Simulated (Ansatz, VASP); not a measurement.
**InAs2 in VASP and in Ansatz**

```xyz
3
Lattice="3.8649 0.0000 0.0000 -1.9325 3.3471 0.0000 0.0000 0.0000 5.4677" Properties=species:S:1:pos:R:3 pbc="T T T"
In    0.0000    0.0000    2.7339
As    0.0000    2.2314    0.7181
As    1.9325    1.1157    4.7496
```

Change from the starting cell: species swapped into the CrTe2 type (P-3m1, No. 164).

Alike in both runs: functional PBE; k mesh 12 × 12 × 10; occupations gaussian, width 0.1 eV; no spin polarisation.

Ansatz relaxed the structure, and its values are those at the end. VASP's run is a single point on that final structure, the one shown.

|  | VASP | Ansatz |
| --- | --- | --- |
| version | VASP 6.6.1 | Ansatz 0.2.0 |
| potentials or method | VASP PAW PBE potentials, release 64 (In_d, As) | scalar-relativistic, plane waves, PAW |
| plane-wave cutoff (eV) | 520 | 420 |
| valence electrons in the cell | 23 | 43 |

Ansatz gave:

| Quantity | Value |
| --- | --- |
| gap on the k mesh at the Fermi level (eV) | none |
| pressure (GPa) | 0.0 |
| rms of the force components (eV/Å) | 0.002 |

Problem. Which values does VASP return?

Solution. gap on the k mesh at the Fermi level (eV): none; pressure (GPa): 0.1; rms of the force components (eV/Å): 0.011.

A gap of «none» marks a metal or a gap that the smearing closes. The functional is the same, so the differences come from potentials, cutoffs and numerics. The two sets of potentials don't hold the same shells in valence.
